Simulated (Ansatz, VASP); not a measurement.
# One calculation of Ta, two programs

Contents of INCAR:

```
ALGO     = Normal         # electronic algorithm
EDIFF    = 1E-6           # SCF threshold, eV
ENCUT    = 520            # plane-wave cutoff, eV
GGA      = PE             # functional
ISIF     = 2              # what is computed and relaxed
ISMEAR   = -1             # smearing method
LASPH    = T              # aspherical terms in the spheres
LCHARG   = F              # write CHGCAR
LREAL    = F              # projectors in reciprocal space
LWAVE    = F              # write WAVECAR
NBANDS   = 12             # bands
NELM     = 100            # most SCF steps
PREC     = Accurate       # precision mode
SIGMA    = 0.1            # smearing width, eV
```

File KPOINTS:

```
k-points
0
Gamma
  22 22 22
```

POSCAR

```
Ta
1.0
   -1.6607181506      1.6607181506      1.6607181506
    1.6607181506     -1.6607181506      1.6607181506
    1.6607181506      1.6607181506     -1.6607181506
Ta
1
Direct
    0.0000000000      0.0000000000      0.0000000000
```

Input for Ansatz:

```yaml
crystal:
  lattice:
    - [-1.6607181506, 1.6607181506, 1.6607181506]
    - [1.6607181506, -1.6607181506, 1.6607181506]
    - [1.6607181506, 1.6607181506, -1.6607181506]
  atoms:
    - { symbol: Ta, position: [0.0, 0.0, 0.0] }
hamiltonian:
  xc: pbe
  pseudopotentials:
    kind: paw
    azcp:
      Ta: "pseudopotentials/Ta.paw.azcp"
basis:
  ecutwfc: 420
  fft_grid_basis: typed
kpoints:
  mp_grid: { grid: [22, 22, 22], shift: [0, 0, 0] }
magnetization:
  spin_polarized: false
scf:
  occupations: { method: fermi_dirac, width: 0.1 }
output:
  stress: true
```

Alike in both runs: task single point; functional PBE; k mesh 22 × 22 × 22; occupations fermi-dirac, width 0.1 eV; no spin polarisation.

|  | VASP | Ansatz |
| --- | --- | --- |
| version | VASP 6.6.1 | Ansatz 0.2.0 |
| potentials or method | VASP PAW PBE potentials, release 64 (Ta_pv) | plane waves (420 eV) with PAW, scalar-relativistic |
| plane-wave cutoff (eV) | 520 | 420 |
| valence electrons in the cell | 11 | 13 |

|  | VASP | Ansatz | Ansatz less VASP |
| --- | --- | --- | --- |
| pressure (GPa) | -0.1 | -0.1 | -0.09 |

The two sets of potentials don't hold the same shells in valence.

Spin-orbit coupling is left out, which matters for the levels of Ta.
